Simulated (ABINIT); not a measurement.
**Be in ABINIT: the effect of potentials**

Be:

```
Be
1.0
     2.28530    0.00000    0.00000
    -1.14265    1.97913    0.00000
     0.00000    0.00000    3.58420
Be
2
Direct
  0.66667 0.33333 0.75000
  0.33333 0.66667 0.25000
```

Alike in all runs:

- Program: ABINIT 10.8.3 (patched build)
- Task: band structure
- Functional: r2SCAN
- k mesh: 13 × 13 × 8
- Occupations: fermi-dirac, width 0.05 eV
- Spin: no spin polarisation

```tsv
potentials	cutoff	pressure (GPa)
Ansatz PAW PBE default generated set, frozen core	490 eV	-3.0
JTH PAW PBE v2.0	626 eV	-3.0
Ansatz NC r2SCAN	1823 eV	-2.6
SG15 NC PBE v1.2	844 eV	-2.6
PseudoDojo NC SR PBE v0.4.1 standard	1442 eV	?
```

Task: What does the run with potentials PseudoDojo NC SR PBE v0.4.1 standard give?

Result: Pressure -1.5 GPa.

Caveats: the PAW data sets were made with another functional, which shifts forces and pressure a little (some runs); the potentials were made for another functional, which shifts forces and pressure (some runs); the atomic spheres overlap (some runs).

The runs don't all hold the same shells in valence.
